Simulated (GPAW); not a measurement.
The system is As.

```
As
1.0
     4.56640    0.00000    0.00000
    -2.28320    3.95462    0.00000
     0.00000    0.00000    2.83374
As
2
Direct
  0.33333 0.66667 0.00000
  0.66666 0.33334 0.00000
```

The cell was built by a generator and needn't be a form met in nature.

| Quantity | Value |
| --- | --- |
| Program | GPAW 26.7.0 |
| Task | relaxation of cell and atoms |
| Functional | revPBE |
| Dispersion | D3 |
| Potentials or basis | the program's PAW data sets (release 1.2.1) made for this functional |
| Cutoff | 600 eV |
| Basis | pw |
| k mesh | 6 × 6 × 8 |
| Occupations | fermi-dirac, width 0.05 eV |
| Spin | no spin polarisation |

At the start: pressure -1.5 GPa; volume 25.59 Å³/atom.

**Question.** Where does the relaxation end?

**Answer.** Over 5 steps the energy falls by 7.1 meV/atom and the volume is 24.83 Å³/atom (-3.0 %); space group P6/mmm (No. 191, to 0.05 Å).

The path:
```csv
step,energy change (eV),largest force (eV/Å),pressure (GPa),volume (Å³)
1,0.0000,0.0000,-1.54,51.17
2,-0.0042,0.0000,-1.32,50.90
3,-0.0127,0.0000,0.49,49.22
4,-0.0142,0.0000,-0.09,49.71
5,-0.0142,0.0000,-0.02,49.65
```

Final structure:
```
As
1.0
     4.54532    0.00000    0.00000
    -2.27266    3.93636    0.00000
     0.00000    0.00000    2.77503
As
2
Direct
  0.33333 0.66667 0.00000
  0.66666 0.33334 0.00000
```

Caveat: later steps reuse the first step's grids; pairwise dispersion overbinds metals, which lowers pressure and volume.
